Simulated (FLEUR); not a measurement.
Runs of FLEUR MaX-R8.1 (later development tree) on Li2S. Symmetry: Fm-3m, No. 225, cubic system. The conventional cell has a = 5.689 Å, b = 5.689 Å, c = 5.689 Å, α = 90.00°, β = 90.00°, γ = 90.00°. S (site symmetry m-3m) has 8 Li at 2.46 Å as nearest neighbours. Li (site symmetry -43m) is surrounded by 4 S at 2.46 Å. 

```csv
task,level,gmax,muffin-tin radii,lnonsphr,max iterations,mixing factor,kmax,gap on the mesh (eV),V0 of scaled cells (Å³/atom),B0 (GPa)
band structure,PBEsol,13.2 1/bohr,"S 2.31, Li 2.0 bohr","S 9, Li 8",60,0.05,4.24 1/bohr,3.22,-,-
band structure,r2SCAN,13.2 1/bohr,"S 2.31, Li 2.0 bohr","S 9, Li 8",80,0.05,4.24 1/bohr,3.86,-,-
single point,PBEsol,13.6 1/bohr,"S 2.24, Li 1.94 bohr","S 9, Li 8",60,0.05,4.38 1/bohr,3.22,-,-
band structure,LDA,13.2 1/bohr,"S 2.31, Li 2.0 bohr","S 9, Li 8",60,0.05,4.24 1/bohr,(b),-,-
single point,PBE,13.6 1/bohr,"S 2.24, Li 1.94 bohr",-,60,0.05,4.38 1/bohr,3.39,-,-
equation of state,PBE,13.6 1/bohr,"S 2.24, Li 1.94 bohr",-,-,-,4.38 1/bohr,-,15.48,41
equation of state,PBEsol,13.6 1/bohr,"S 2.24, Li 1.94 bohr","S 9, Li 8",-,-,4.38 1/bohr,-,15.06,(a)
```

Alike in all rows: potentials or basis all-electron, FLAPW; no spin polarisation; cell as given; k mesh 8 × 8 × 8; smearing fermi-dirac 0.05 eV.

Q: Estimate the missing entries.

A: (a) 42; (b) 3.17.

Caveats: the meta-GGA is that of a development version, with a GGA for the radial functions and cores and without core tails (some runs).

A k mesh can miss the band edges.

Not every run made on this cell is shown here.
